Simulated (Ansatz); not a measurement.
# In3Sb: how settings move the results

An exercise on one series of results from a longer session: the logs are not shown, and one member is left open.

Computed with Ansatz 0.2.0 (DFT PBEsol, scalar-relativistic, plane waves, PAW, unless a step's input says otherwise).

### Starting point

Symmetry: Pm-3m, No. 221, cubic system. The conventional cell has a = 4.837 Å, b = 4.837 Å, c = 4.837 Å, α = 90.00°, β = 90.00°, γ = 90.00°. Around In (site symmetry 4/mmm) lie 8 In at 3.42 Å and 4 Sb at 3.42 Å. Sb (site symmetry m-3m) is surrounded by 12 In at 3.42 Å.

Coordinates:

```cif
data_structure
_symmetry_space_group_name_H-M 'Pm-3m'
_symmetry_Int_Tables_number 221
_cell_length_a 4.8370
_cell_length_b 4.8370
_cell_length_c 4.8370
_cell_angle_alpha 90.000
_cell_angle_beta 90.000
_cell_angle_gamma 90.000
_cell_volume 113.17
loop_
_atom_site_label
_atom_site_type_symbol
_atom_site_symmetry_multiplicity
_atom_site_Wyckoff_symbol
_atom_site_fract_x
_atom_site_fract_y
_atom_site_fract_z
_atom_site_occupancy
In1 In 3 c 0.50000 0.50000 0.00000 1
Sb1 Sb 1 a 0.00000 0.00000 0.00000 1
```

Source of the structure: the Materials Project (structure only). It is taken as it stands there.

### The base input

input.yaml

```yaml
crystal:
  lattice:
    - [4.836962, 0.0, 0.0]
    - [0.0, 4.836962, 0.0]
    - [0.0, 0.0, 4.836962]
  atoms:
    - { symbol: In, position: [0.5, 0.5, 0.0] }
    - { symbol: In, position: [0.5, 0.0, 0.5] }
    - { symbol: In, position: [0.0, 0.5, 0.5] }
    - { symbol: Sb, position: [0.0, 0.0, 0.0] }
basis:
  ecutwfc: 420
kpoints:
  mp_grid: { grid: [10, 10, 10] }
hamiltonian:
  xc: pbesol
scf:
  occupations: { method: gaussian, width: 0.1 }
output:
  forces: true
  stress: true
  eigenvalues: true
  populations: true
  write_density: true
  write_potential: true
  elf: true
  volumetric_format: npy
```

Its results, from an earlier run: -5746.0333 eV/atom at zero smearing, pressure -2.70 GPa, largest force 0.000 eV/Å, no gap on the mesh, in 7 SCF cycles and 16 s.

The first run:

input.yaml

```yaml
crystal:
  lattice:
    - [4.836962, 0.0, 0.0]
    - [0.0, 4.836962, 0.0]
    - [0.0, 0.0, 4.836962]
  atoms:
    - { symbol: In, position: [0.5, 0.5, 0.0] }
    - { symbol: In, position: [0.5, 0.0, 0.5] }
    - { symbol: In, position: [0.0, 0.5, 0.5] }
    - { symbol: Sb, position: [0.0, 0.0, 0.0] }
basis:
  ecutwfc: 420
kpoints:
  mp_grid: { grid: [1, 1, 1] }
hamiltonian:
  xc: pbesol
scf:
  occupations: { method: gaussian, width: 0.1 }
output:
  forces: true
  stress: true
  eigenvalues: true
```

Started as:

```
ansatz run input.yaml --threads 1 --pin off --max-ram 2560MiB --backend cpu --events-out ev --progress --plain --runs-dir out
```

Steps of the session up to this table: K-point mesh: 1×1×1; K-point mesh: 2×2×2; K-point mesh set to 4×4×4; K-point mesh set to 6×6×6; K-point mesh set to 8×8×8; K-point mesh set to 12×12×12; K-point mesh set to 14×14×14.

One table of the session follows, with a row left open; its other results are not shown here.

It belongs to the step «The sweep of the k-point mesh side by side». 

| mesh | ΔE (meV/atom) |
| --- | --- |
| 1×1×1 | 9.14 |
| 2×2×2 | 346 |
| 4×4×4 | 14.8 |
| 6×6×6 | ? |
| 8×8×8 | 1.30 |
| 10×10×10 | 0.68 |
| 12×12×12 | -1.00 |
| 14×14×14 | 0.00 |

Estimate the missing values for 6×6×6.

As computed: ΔE (meV/atom): -5.69. In the column «ΔE (meV/atom)» it is the lowest.

Limits of these values: The error changes sign along the series, since a k mesh isn't variational, and a metal needs dense meshes to resolve its Fermi surface.
